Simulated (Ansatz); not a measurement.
Trial structure of FeO, not yet relaxed:

```cif
data_structure
_symmetry_space_group_name_H-M 'P3m1'
_symmetry_Int_Tables_number 156
_cell_length_a 3.0304
_cell_length_b 3.0304
_cell_length_c 4.8487
_cell_angle_alpha 90.000
_cell_angle_beta 90.000
_cell_angle_gamma 120.000
_cell_volume 38.56
loop_
_atom_site_label
_atom_site_type_symbol
_atom_site_symmetry_multiplicity
_atom_site_Wyckoff_symbol
_atom_site_fract_x
_atom_site_fract_y
_atom_site_fract_z
_atom_site_occupancy
Fe1 Fe 1 a 0.00000 0.00000 0.00000 1
O1 O 1 b 0.33333 0.66667 0.24000 1
```

Method: DFT PBE, scalar-relativistic, plane waves, PAW (Ansatz). Plane waves to 420 eV, a k mesh through Γ of 6×6×4 on the computed 2-atom cell and Gaussian smearing (0.10 eV); collinear spin from starting moments 4.0 0.0 μB.

Formation energies are uncorrected and refer to the elements' standard structures at the same level (O₂ as a molecule).

Q: How far from equilibrium is it?

A: The pressure is -13.9 GPa (the mean over three directions, positive in compression), the largest force is 3.24 eV/Å, and the energy is +0.06 eV/atom against the elements. The shortest distance is 2.10 Å.

Q: Is it a good guess?

A: A rough one: relaxing gains about 0.80 eV/atom (the start's value is from the coarse mesh, so the gain is rough) in 30 ionic steps and ends at −0.74 eV/atom on the finer mesh. The symmetry goes from P3m1 (No. 156) to P-6m2 (No. 187). The volume per atom shrinks by 29.0 %, from 19.3 to 13.7 Å³. The shortest distance goes from 2.10 Å (Fe–O) to 1.88 Å (Fe–O). Conventional cell: a = 3.261 Å, c = 2.971 Å. Around Fe lie 3 O at 1.88 Å; O has 3 Fe at 1.88 Å.

The last run used collinear spin, an 18×18×18 mesh for its 2-atom cell and Gaussian smearing of 0.10 eV. No Hubbard U is applied to the open shell of Fe. Another magnetic order may lie lower. The relaxation can't lower the symmetry of the start, and the grade says only how near the guess is to its own end. A structure relaxed within its symmetry needn't be a true minimum.
